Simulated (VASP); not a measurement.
# LiH (Pm-3m) in VASP: a series of runs, part 2 of 2

VASP 6.6.1. Earlier steps stand in the parts before.

**3. Single point, PBE0(alpha)**

POSCAR

```
LiH
1.0
    2.5069900000      0.0000000000      0.0000000000
    0.0000000000      2.5069900000      0.0000000000
    0.0000000000      0.0000000000      2.5069900000
Li H
1 1
Direct
    0.5000000000      0.5000000000      0.5000000000
    0.0000000000      0.0000000000      0.0000000000
```

INCAR.step1

```
PREC = Accurate
ENCUT = 520
EDIFF = 1E-5
ISMEAR = -1
SIGMA = 0.05
LREAL = False
LASPH = True
NELM = 100
ALGO = Normal
ISIF = 2
LWAVE = True
GGA = PE
```

INCAR.step2

```
PREC = Accurate
ENCUT = 520
EDIFF = 1E-6
ISMEAR = -1
SIGMA = 0.05
LREAL = False
LASPH = True
NELM = 100
ALGO = Normal
ISIF = 2
LWAVE = False
LCHARG = False
GGA = PE
LHFCALC = True
AEXX = 0.5
PRECFOCK = Fast
HFRCUT = -1
ISTART = 1
```

KPOINTS

```
regular mesh
0
Gamma
  6 6 6
```

Potentials or basis: VASP PAW PBE potentials, release 64 (Li_sv, H).

On the command line:

```console
$ cat potpaw_PBE.64/Li_sv/POTCAR potpaw_PBE.64/H/POTCAR > POTCAR
$ cp INCAR.step1 INCAR
$ mpirun -np 1 vasp_std > vasp.out
$ cp INCAR.step2 INCAR
$ mpirun -np 1 vasp_std > vasp.out
```

OUTCAR:

```text
PREC = Accurate
   ENCUT = 520
   EDIFF = 1E-6
   ISMEAR = -1
   LREAL = False
   LASPH = True
   NELM = 100
   ISIF = 2
   GGA = PE
   LHFCALC = True
   AEXX = 0.5
   PRECFOCK = Fast
   ISTART = 1

 ion  position               nearest neighbor table
   1  0.500  0.500  0.500-
   2  0.000  0.000  0.000-

  LATTYP: Found a simple cubic cell.
 ALAT       =     2.5069900000

  Lattice vectors:

 A1 = (   2.5069900000,   0.0000000000,   0.0000000000)
 A2 = (   0.0000000000,   2.5069900000,   0.0000000000)
 A3 = (   0.0000000000,   0.0000000000,   2.5069900000)

Analysis of symmetry for initial positions (statically):
=====================================================================
 Subroutine PRICEL returns:
 Original cell was already a primitive cell.

 Routine SETGRP: Setting up the symmetry group for a
 simple cubic supercell.

 Subroutine GETGRP returns: Found 48 space group operations
 (whereof 48 operations were pure point group operations)
 out of a pool of 48 trial point group operations.

The static configuration has the point symmetry O_h .

Analysis of symmetry for dynamics (positions and initial velocities):
=====================================================================
 Subroutine PRICEL returns:
 Original cell was already a primitive cell.

 Routine SETGRP: Setting up the symmetry group for a
 simple cubic supercell.

 Subroutine GETGRP returns: Found 48 space group operations
 (whereof 48 operations were pure point group operations)
 out of a pool of 48 trial point group operations.

The dynamic configuration has the point symmetry O_h .

 Subroutine INISYM returns: Found 48 space group operations
 (whereof 48 operations are pure point group operations),
[... 114 lines left out ...]
  Thomas-Fermi vector in A             =   2.170993
   LORBIT       =      0    0 simple, 1 ext, 2 COOP (PROOUT), +10 PAW based schemes
   GGA     = PE    functional components
   LHFCALC =     T    Hartree Fock is set to
   PRECFOCK=fast      Normal, Fast or Accurate (Low or Medium for compatibility)
   ENCUT4O =  -1.0   cutoff for four orbital integrals eV
   NKREDX  =     1    reduce k-point grid by
   NKREDY  =     1    reduce k-point grid by
   NKREDZ  =     1    reduce k-point grid by
   AEXX    =    0.5000 exact exchange contribution
   HFSCREEN=    0.0000 screening length (either q_TF or 0.3 A-1)
   HFSCREENC=   0.0000 screening length for correlation (either q_TF or 0.3 A-1)
   ENCUTFOCK=  -1.0 apply spherical cutoff to Coloumb kernel
   IVDW    =     0    specifies the selected vdW correction
   LEPSILON=     F    determine dielectric tensor
   LRPA    =     F    only Hartree local field effects (RPA)
 non-spin polarized calculation
  energy-cutoff  :      520.00
  volume of cell :       15.76
 maximum number of plane-waves:       441
 NGX is ok and might be reduce to    20
  NGX = 12; NGY = 12; NGZ = 12

 number of electron       4.0000012 magnetization

 Free energy of the ion-electron system (eV)
  ---------------------------------------------------
  ext. energy  EPLUGINS =         0.00000000
  ---------------------------------------------------
  free energy    TOTEN  =        -7.65637982 eV

  energy without entropy =       -7.65637982  energy(sigma->0) =       -7.65637982

 E-fermi :   2.9744     XC(G=0):  -5.0206

 val. band max:        1.9351555297   @ k =   0.5000   0.5000   0.5000
 cond. band min:       5.6377664211   @ k =   0.5000   0.0000   0.0000
 fundamental gap:      3.7026108914
 Fermi energy:         2.9743669674

 k-point     1 :       0.0000    0.0000    0.0000
  band No.  band energies     occupation
      1     -52.8954      2.00000
      2      -8.8465      2.00000
      3      17.8381      0.00000
      4      17.8381      0.00000
      5      17.8381      0.00000
      6      19.0723      0.00000
[... 163 lines left out ...]
 k-point    20 :       0.5000    0.5000    0.5000
  band No.  band energies     occupation
      1     -52.7481      2.00000
      2       1.9352      2.00000
      3      11.9955      0.00000
      4      11.9955      0.00000
      5      11.9955      0.00000
      6      14.2035      0.00000

------------------------ aborting loop because EDIFF is reached ----------------------------------------

  FORCE on cell =-STRESS in cart. coord.  units (eV):
  Direction    XX          YY          ZZ          XY          YZ          ZX
  --------------------------------------------------------------------------------------
  -------------------------------------------------------------------------------------
  Total       -0.1068174     -0.1068174     -0.1068174      0.0000000     -0.0000000     -0.0000000
  in kB      -10.8616276    -10.8616276    -10.8616276      0.0000000     -0.0000000     -0.0000000
  external PRESSURE =     -10.8616276 kB  Pullay stress =       0.0000000 kB

 VOLUME and BASIS-vectors are now :
 -----------------------------------------------------------------------------
  energy-cutoff  :      520.00
  volume of cell :       15.76
      direct lattice vectors                 reciprocal lattice vectors
     2.506990000  0.000000000  0.000000000     0.398884718  0.000000000  0.000000000
     0.000000000  2.506990000  0.000000000     0.000000000  0.398884718  0.000000000
     0.000000000  0.000000000  2.506990000     0.000000000  0.000000000  0.398884718

 POSITION                                       TOTAL-FORCE (eV/Angst)
 -----------------------------------------------------------------------------------
      1.25350      1.25350      1.25350         0.000000      0.000000      0.000000
      0.00000      0.00000      0.00000         0.000000      0.000000      0.000000
 -----------------------------------------------------------------------------------
    total drift:                                0.000000      0.000000      0.000000

  FREE ENERGIE OF THE ION-ELECTRON SYSTEM (eV)
  ---------------------------------------------------
  free  energy   TOTEN  =        -7.6563798181 eV

  energy  without entropy=       -7.6563798181  energy(sigma->0) =       -7.65637982
```

OSZICAR.step1:

```text
N       E                     dE             d eps       ncg     rms          rms(c)
DAV:   1    -0.612356241295E+00   -0.61236E+00   -0.19493E+03   246   0.599E+02
DAV:   2    -0.559261684915E+01   -0.49803E+01   -0.49803E+01   354   0.544E+01
DAV:   3    -0.591506316738E+01   -0.32245E+00   -0.32245E+00   306   0.141E+01
DAV:   4    -0.591997177734E+01   -0.49086E-02   -0.49086E-02   324   0.127E+00
DAV:   5    -0.591997772645E+01   -0.59491E-05   -0.59491E-05   300   0.670E-02    0.283E+00
DAV:   6    -0.572062400846E+01    0.19935E+00   -0.16468E-01   294   0.183E+00    0.142E+00
DAV:   7    -0.564939148230E+01    0.71233E-01   -0.22092E-01   276   0.233E+00    0.226E-01
DAV:   8    -0.565070674018E+01   -0.13153E-02   -0.54571E-03   294   0.739E-01    0.547E-02
DAV:   9    -0.565062834338E+01    0.78397E-04   -0.31397E-04   288   0.893E-02    0.101E-02
DAV:  10    -0.565062790011E+01    0.44327E-06   -0.98279E-06   234   0.333E-02
   1 F= -.56506279E+01 E0= -.56506227E+01  d E =-.104651E-04
```

It took 15 s on 1 thread of Intel Xeon 6975P-C (Granite Rapids), shared host; peak memory 0.12 GiB.

Results:

| Property | Result |
| --- | --- |
| Free energy | -7.6564 eV |
| Band gap on the k mesh | 3.70 eV, indirect (least direct gap 7.87 eV) |

Levels at points of the mesh, in eV from the valence-band top:
| k point | band 1 | band 2 | band 3 | band 4 | band 5 | band 6 |
| --- | --- | --- | --- | --- | --- | --- |
| (0.00, 0.00, 0.00) | -54.83 | -10.78 | 15.90 | 15.90 | 15.90 | 17.14 |
| (0.50, 0.00, 0.00) | -54.77 | -7.88 | 3.70 | 15.74 | 20.29 | 20.29 |
| (0.50, 0.50, 0.00) | -54.72 | -3.20 | 4.67 | 4.67 | 12.77 | 23.56 |
| (0.50, 0.50, 0.50) | -54.68 | 0.00 | 10.06 | 10.06 | 10.06 | 12.27 |

Caveat: the cutoff is under 1.25 times the usual one of these potentials, so pressure, stress and relaxed cells hold a basis-set (Pulay) error; the PAW data sets were made with another functional, which shifts forces and pressure a little. A k mesh can miss the band edges.
